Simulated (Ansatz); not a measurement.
Input and command of a calculation in Ansatz (plane waves; scalar-relativistic PAW potentials unless the input names others):

```yaml
crystal:
  lattice:
    - [1.7137397937, 0.9894281312, 2.9182723401]
    - [-1.7137397937, 0.9894281312, 2.9182723401]
    - [0.0, -1.9788562624, 2.9182723401]
  atoms:
    - { symbol: P, position: [0.2336639274, 0.2336639274, 0.2336639274] }
    - { symbol: P, position: [0.7663360726, 0.7663360726, 0.7663360726] }
basis:
  ecutwfc: 420
  xc_grid: 1
kpoints:
  mp_grid: { grid: [12, 12, 12] }
hamiltonian:
  xc: pbe
  dispersion: d3bj
scf:
  occupations: { method: gaussian, width: 0.1 }
output:
  forces: true
  eigenvalues: true
  stress: true
```

```bash
ansatz run input.yaml --threads 1 --pin off --max-ram 2560MiB --backend cpu --events-out ev --progress --plain --runs-dir out
```

Abridged log:
```
Pseudopotentials: kind: paw
Pseudopotential: P, paw, valence charge 5, recommended cutoff 420 eV (normal)
Functional definition: PBE
Crystal: 2 atoms, lattice volume = 29.690 Å³
Basis set: ecut = 420 eV, 561 PW (Γ)
Bands: 9, of which v1, the nominal top of the filled ones, is band 5 counted from 1 (4 counted from 0)
Symmetry: 12 space group operations
Space group: R-3m (ITA 166), of the structure as read, at distance tolerance 3.1e-5 Å
k-points: 189 of 1728
Initial density: superposition of atomic densities (neutral atoms: chi_scale 0, normalization atom), corrected by the library's trained network
Initial wavefunctions: pseudopotential atomic-orbital guess
Functional: x = pbe(κ = 0.804, μ = 0.21951497), c = pbe(β = 0.06672455)
SCF iter   1: F=—  HF=-1512.181426 eV  |F-HF|=—  |Δ(HF+E_count)|=         —  Δρ=3.17e-3  dr2=2.60e-3  ethr=1.77e-3  ⟨swp⟩=6.1  Hψ=14552  notcnv=0
SCF iter   2: F=—  HF=-1512.180832 eV  |F-HF|=—  |Δ(HF+E_count)|=   5.94e-4  Δρ=1.88e-3  dr2=9.45e-4  ethr=2.60e-5  ⟨swp⟩=1.7  Hψ=3624  notcnv=0
SCF iter   3: F=—  HF=-1512.180789 eV  |F-HF|=—  |Δ(HF+E_count)|=   4.29e-5  Δρ=4.09e-4  dr2=6.98e-5  ethr=9.45e-6  ⟨swp⟩=2.0  Hψ=2650  notcnv=0
SCF iter   4: F=—  HF=-1512.180766 eV  |F-HF|=—  |Δ(HF+E_count)|=   2.33e-5  Δρ=1.13e-4  dr2=2.86e-6  ethr=6.98e-7  ⟨swp⟩=2.4  Hψ=2505  notcnv=0
SCF iter   5: F=—  HF=-1512.180765 eV  |F-HF|=—  |Δ(HF+E_count)|=   5.42e-7  Δρ=2.94e-5  dr2=3.36e-7  ethr=2.86e-8  ⟨swp⟩=2.2  Hψ=2572  notcnv=0
SCF iter   6: F=-1512.180765 eV  HF=-1512.180765 eV  |F-HF|=1.89e-8  |Δ(HF+E_count)|=   1.09e-7  Δρ=9.08e-6  dr2=2.88e-8  ethr=1.00e-9  ⟨swp⟩=6.6  Hψ=9189  notcnv=0
SCF 1 converged in 6 iterations: F = -1512.180765 eV  dr2 = 2.88e-8
SCF converged after 6 iterations
Free energy (F): -1512.180765 eV
Harris-Foulkes:  -1512.180765 eV  (|F-HF|=1.89e-8)
Internal energy: -1512.179346 eV  (E = F + TS)
E sigma→0 (E₀):  -1512.180055 eV
Entropy (-TS):   -0.001419 eV (-0.710 meV/atom)
Fermi energy:    11.222939 eV
  E_disp       = -0.952531  (pairwise vdW)
--- Forces (eV/Å), atoms counted from 1 ---
  atom   1  P      0.00000000     0.00000000    -0.00003109
  atom   2  P      0.00000000     0.00000000     0.00003109
--- Stress (GPa, compression-positive) ---
        0.009734       0.000000       0.000000
        0.000000       0.009734       0.000000
        0.000000       0.000000       0.041654
  P = ⅓ Tr σ = 0.0204 GPa (0.204 kbar)
```

Apart from outputs, empty bands and the relaxation, which only the reference makes, the input differs from a reference run on usual settings in basis.xc_grid: not typed → 1. The reference, at the same geometry, ended its own course with pressure 0.02 GPa, largest force 0.000 eV/Å, no gap on the mesh. This run converged in 6 SCF iterations with an energy at zero smearing within 0.01 meV/atom of the reference's, pressure 0.02 GPa, largest force 0.000 eV/Å, no gap on the mesh.

The run took 2.9 s on 1 thread of Arm Neoverse V2, on a shared host, peak memory 0.37 GiB.